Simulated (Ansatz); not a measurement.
# Au(111) with 4 layers of random Au-W, 2x2: scattering by chemical disorder, part 2 of 2

Wanted: resistance against the alloy's length, first Au(111) with 4 layers of random Au-W, 2x2.

Ansatz 0.2.0; Ansatz plane-wave DFT, PBE, PAW files; ballistic transport by layer matching (Landauer), zero bias; PAW set soft_1.

So far. Step 3 (With 8 alloy layers): Over the solved energies the transmission per spin lies between 0.631 and 0.795, out of 3.20 channels of the lead on average (up to 3.21).

## (4) With 12 alloy layers

In 12 layers a share of 0.125 of the sites is given to W at random. A fresh draw is used; the growth of the resistance with length is what counts.

System of this step: Au(111) with 12 layers of random Au-W, 2x2. The cell holds 72 atoms: 66 Au and 6 W. Its edges and angles: a = 5.768 Å, b = 5.768 Å, c = 42.382 Å, α = 90.0°, β = 90.0°, γ = 120.0°. It derives from Au. Regions: lead, 24 atoms (24 Au); scattering region, 48 atoms (42 Au and 6 W). The structure is stacked along c, and the current runs across the ab planes.

Contents of input.yaml:

```yaml
crystal:
  lattice:
    - [5.7675164607, 0.0, 0.0]
    - [-2.8837582304, 4.9948157718, 0.0]
    - [0.0, 0.0, 42.3824172358]
  atoms:
    - { symbol: Au, position: [0.0, 0.0, 0.0277777778] }
    - { symbol: Au, position: [0.0, 0.5, 0.0277777778] }
    - { symbol: Au, position: [0.5, 0.0, 0.0277777778] }
    - { symbol: Au, position: [0.5, 0.5, 0.0277777778] }
    - { symbol: Au, position: [0.1666666667, 0.3333333333, 0.0833333333] }
    - { symbol: Au, position: [0.1666666667, 0.8333333333, 0.0833333333] }
    - { symbol: Au, position: [0.6666666667, 0.3333333333, 0.0833333333] }
    - { symbol: Au, position: [0.6666666667, 0.8333333333, 0.0833333333] }
    - { symbol: Au, position: [0.3333333333, 0.1666666667, 0.1388888889] }
    - { symbol: Au, position: [0.3333333333, 0.6666666667, 0.1388888889] }
    - { symbol: Au, position: [0.8333333333, 0.1666666667, 0.1388888889] }
    - { symbol: Au, position: [0.8333333333, 0.6666666667, 0.1388888889] }
    - { symbol: Au, position: [0.0, 0.0, 0.1944444444] }
    - { symbol: Au, position: [0.0, 0.5, 0.1944444444] }
    - { symbol: Au, position: [0.5, 0.0, 0.1944444444] }
    - { symbol: Au, position: [0.5, 0.5, 0.1944444444] }
    - { symbol: Au, position: [0.1666666667, 0.3333333333, 0.25] }
    - { symbol: Au, position: [0.1666666667, 0.8333333333, 0.25] }
    - { symbol: Au, position: [0.6666666667, 0.3333333333, 0.25] }
    - { symbol: Au, position: [0.6666666667, 0.8333333333, 0.25] }
    - { symbol: Au, position: [0.3333333333, 0.1666666667, 0.3055555556] }
    - { symbol: Au, position: [0.3333333333, 0.6666666667, 0.3055555556] }
    - { symbol: Au, position: [0.8333333333, 0.1666666667, 0.3055555556] }
    - { symbol: Au, position: [0.8333333333, 0.6666666667, 0.3055555556] }
    - { symbol: Au, position: [0.0, 0.0, 0.3611111111] }
    - { symbol: W, position: [0.0, 0.5, 0.3611111111] }
    - { symbol: Au, position: [0.5, 0.0, 0.3611111111] }
    - { symbol: Au, position: [0.5, 0.5, 0.3611111111] }
    - { symbol: Au, position: [0.1666666667, 0.3333333333, 0.4166666667] }
    - { symbol: Au, position: [0.1666666667, 0.8333333333, 0.4166666667] }
    - { symbol: Au, position: [0.6666666667, 0.3333333333, 0.4166666667] }
    - { symbol: W, position: [0.6666666667, 0.8333333333, 0.4166666667] }
    - { symbol: Au, position: [0.3333333333, 0.1666666667, 0.4722222222] }
    - { symbol: Au, position: [0.3333333333, 0.6666666667, 0.4722222222] }
    - { symbol: W, position: [0.8333333333, 0.1666666667, 0.4722222222] }
    - { symbol: Au, position: [0.8333333333, 0.6666666667, 0.4722222222] }
    - { symbol: Au, position: [0.0, 0.0, 0.5277777778] }
    - { symbol: W, position: [0.0, 0.5, 0.5277777778] }
    - { symbol: Au, position: [0.5, 0.0, 0.5277777778] }
    - { symbol: Au, position: [0.5, 0.5, 0.5277777778] }
    - { symbol: Au, position: [0.1666666667, 0.3333333333, 0.5833333333] }
    - { symbol: Au, position: [0.1666666667, 0.8333333333, 0.5833333333] }
    - { symbol: W, position: [0.6666666667, 0.3333333333, 0.5833333333] }
    - { symbol: Au, position: [0.6666666667, 0.8333333333, 0.5833333333] }
    - { symbol: Au, position: [0.3333333333, 0.1666666667, 0.6388888889] }
    - { symbol: Au, position: [0.3333333333, 0.6666666667, 0.6388888889] }
    - { symbol: Au, position: [0.8333333333, 0.1666666667, 0.6388888889] }
    - { symbol: Au, position: [0.8333333333, 0.6666666667, 0.6388888889] }
    - { symbol: Au, position: [0.0, 0.0, 0.6944444444] }
    - { symbol: W, position: [0.0, 0.5, 0.6944444444] }
    - { symbol: Au, position: [0.5, 0.0, 0.6944444444] }
    - { symbol: Au, position: [0.5, 0.5, 0.6944444444] }
    - { symbol: Au, position: [0.1666666667, 0.3333333333, 0.75] }
    - { symbol: Au, position: [0.1666666667, 0.8333333333, 0.75] }
    - { symbol: Au, position: [0.6666666667, 0.3333333333, 0.75] }
    - { symbol: Au, position: [0.6666666667, 0.8333333333, 0.75] }
    - { symbol: Au, position: [0.3333333333, 0.1666666667, 0.8055555556] }
    - { symbol: Au, position: [0.3333333333, 0.6666666667, 0.8055555556] }
    - { symbol: Au, position: [0.8333333333, 0.1666666667, 0.8055555556] }
    - { symbol: Au, position: [0.8333333333, 0.6666666667, 0.8055555556] }
    - { symbol: Au, position: [0.0, 0.0, 0.8611111111] }
    - { symbol: Au, position: [0.0, 0.5, 0.8611111111] }
    - { symbol: Au, position: [0.5, 0.0, 0.8611111111] }
    - { symbol: Au, position: [0.5, 0.5, 0.8611111111] }
    - { symbol: Au, position: [0.1666666667, 0.3333333333, 0.9166666667] }
    - { symbol: Au, position: [0.1666666667, 0.8333333333, 0.9166666667] }
    - { symbol: Au, position: [0.6666666667, 0.3333333333, 0.9166666667] }
    - { symbol: Au, position: [0.6666666667, 0.8333333333, 0.9166666667] }
    - { symbol: Au, position: [0.3333333333, 0.1666666667, 0.9722222222] }
    - { symbol: Au, position: [0.3333333333, 0.6666666667, 0.9722222222] }
    - { symbol: Au, position: [0.8333333333, 0.1666666667, 0.9722222222] }
    - { symbol: Au, position: [0.8333333333, 0.6666666667, 0.9722222222] }
kpoints:
  mp_grid: { grid: [5, 5, 1] }
hamiltonian:
  xc: pbe
  pseudopotentials: { kind: paw, azcp: { folder: soft_1 } }
scf:
  occupations: { method: fermi_dirac, width: 0.1 }
output:
  transmission:
    leads: [[0, 4]]
    kmesh: [10, 10]
    e_range: [-0.05, 0.05]
    de: 0.05
  write_potential: true
  write_density: true
  volumetric_format: npy
```

Launch:

```bash
$ ansatz run input.yaml --threads 4 --pin off --max-ram 15360MiB --backend cpu --events-out ev --progress --plain --runs-dir out
```

Numbers of over 12 decimals in the logs are rounded to 6 here.

The program printed:

```text
[...]
Crystal: 72 atoms, lattice volume = 1220.939 Å³
Basis set: ecut = 420 eV, 23937 PW (Γ)
Bands: 803, of which v1, the nominal top of the filled ones, is band 669 counted from 1 (668 counted from 0)
Symmetry: 1 space group operations
[...]
k-points: 13 of 25 (time reversal used)
[...]
SCF iter   1: F=—  HF=-930323.736714 eV  |F-HF|=—  |Δ(HF+E_count)|=         —  Δρ=1.04e-1  dr2=1.35e3  ethr=3.10e-3  ⟨swp⟩=4.0  Hψ=30804  notcnv=0  defer=252
[...]
SCF iter  13: F=-930282.070019 eV  HF=-930282.070019 eV  |F-HF|=2.19e-8  |Δ(HF+E_count)|=   2.56e-9  Δρ=2.37e-7  dr2=2.19e-8  ethr=7.47e-12  ⟨swp⟩=10.1  Hψ=36632  notcnv=0
SCF 1 converged in 13 iterations: F = -930282.070019 eV  dr2 = 2.19e-8
[...]
transmission: 278 of 2756 steps passed
transmission: 552 of 2756 steps passed
[...]
transmission: 2756 of 2756 steps passed
SCF converged after 13 iterations
Free energy (F): -930282.070019 eV
[...]
Internal energy: -930280.598956 eV  (E = F + TS)
E sigma→0 (E₀):  -930281.334488 eV
Entropy (-TS):   -1.471063 eV (-20.431 meV/atom)
Fermi energy:    20.791114 eV
[...]
--- Band table (eV; the first three rows and the last of 13) ---
  k-point 0: bands = [... 665 lower, 21.0067, 21.0415, 21.1223, 21.1344, 21.1705, 21.2657, 21.3050, 21.3259, ... 130 higher]
  k-point 1: bands = [... 665 lower, 20.6727, 20.7423, 20.7731, 20.8180, 20.8647, 20.9018, 20.9062, 20.9547, ... 130 higher]
  k-point 2: bands = [... 665 lower, 20.5675, 20.6067, 20.6330, 20.6705, 20.6939, 20.7112, 20.7311, 20.7775, ... 130 higher]
  k-point 12: bands = [... 665 lower, 20.6315, 20.6972, 20.7349, 20.7985, 20.8601, 20.9323, 20.9634, 21.0223, ... 130 higher]
--- Transmission ---
  basis      : 253 plane waves across, 53 finite elements along
  points     : 52, standing for a mesh of 10 x 10
[...]
channels       : 3.210000e0 a spin
[...]
junction   : crystal 0 to crystal 0, 1.66 to 41.68 Å
    transmission   : 5.986802e-1 a spin
[...]
```

Elapsed: 18 min, on 4 threads of Intel Xeon Platinum 8488C (Sapphire Rapids), shared host; peak memory 9.8 GiB; 69 min of CPU time.

Numbers from this step:

- free energy: -930282.0700 eV
- energy at zero smearing: -930281.3345 eV
- Fermi energy: 20.79 eV
- transmission per spin nearest the Fermi level: 0.5987
- open channels per spin nearest the Fermi level: 3.21
- step of the lead's potential: 15.4 meV

Per spin. Transmission, zone mean against energy, zero at the Fermi level:

| energy (eV) | transmission, zone mean |
| --- | --- |
| -0.0500 | 0.639 |
| 0.0000 | 0.599 |
| 0.0500 | 0.580 |

Over the solved energies the transmission per spin lies between 0.580 and 0.639, out of 3.21 channels of the lead on average (up to 3.21).

## (5) Resistance against length

This step: Ansatz plane-wave DFT, PBE, PAW files; ballistic transport by layer matching (Landauer), zero bias; residual resistivity from the slope of the area resistance, atoms on the host's lattice; PAW set soft_1 (Ansatz 0.2.0).

Numbers from this step:

| Property | Result |
| --- | --- |
| resistivity | 183.2 µΩ cm |
| intercept | 0.1061 fΩ m² |
| scatter about the fit | 0.4316 fΩ m² |

Resistance, by row:

| run | length (Å) | T | channels N | RA (fΩ m²) |
| --- | --- | --- | --- | --- |
| n4 | 9.418 | 1.385 | 3.21 | 1.526 |
| n8 | 18.84 | 0.6976 | 3.197 | 4.166 |
| n12 | 28.25 | 0.6061 | 3.21 | 4.976 |

Area resistance against length of the alloy:

| length of the alloy (Å) | area resistance (fΩ m²) |
| --- | --- |
| 9.42 | 1.53 |
| 18.84 | 4.17 |
| 28.25 | 4.98 |

The area resistance goes from 1.5 to 5.0 fΩ m² between 9.4 and 28.3 Å, a slope of 183 µΩ cm.

By hand from the end points: (4.976 − 1.526) fΩ m² / (28.25 − 9.42) Å = 183 µΩ cm, since 1 fΩ m² per Å is 1000 µΩ cm.

## (6) What came out

```yaml
resistivity_from_the_slope: 183 µΩ cm
area_resistance_over_9p42_a: 1.53 fΩ m²
area_resistance_over_18p8_a: 4.17 fΩ m²
area_resistance_over_28p3_a: 4.98 fΩ m²
```

What this shows: The slope gives 183 µΩ cm. The points scatter by 0.43 fΩ m² about the line, with one random draw a length in a 2x2 cell, so the slope is a rough value. Read with a model of isotropic scattering on a spherical Fermi surface and the lead's 0.86×10¹⁵ S/m², this slope means a mean free path near 4.7 Å; over these lengths the model's slope is within 3 % of its bulk resistivity, though a free path of a few ångströms strains the picture. The draw over the shortest length came out nearly ordered, with 8 symmetry operations, so that point is a poor sample of a random alloy. The atoms sit on the host's lattice, so scattering by size misfit is left out. Spin-orbit coupling is left out, which matters for Au and W.

[Logs are printed without paths, hosts, clocks, repeated set-up lines and the standing remarks that a program may print on its own settings, such as how far it seeks lower states.]

[Hosts, paths, dates, database ids (printed as entryN), source tags and the programs' standing remarks are cut or masked in the printed files.]
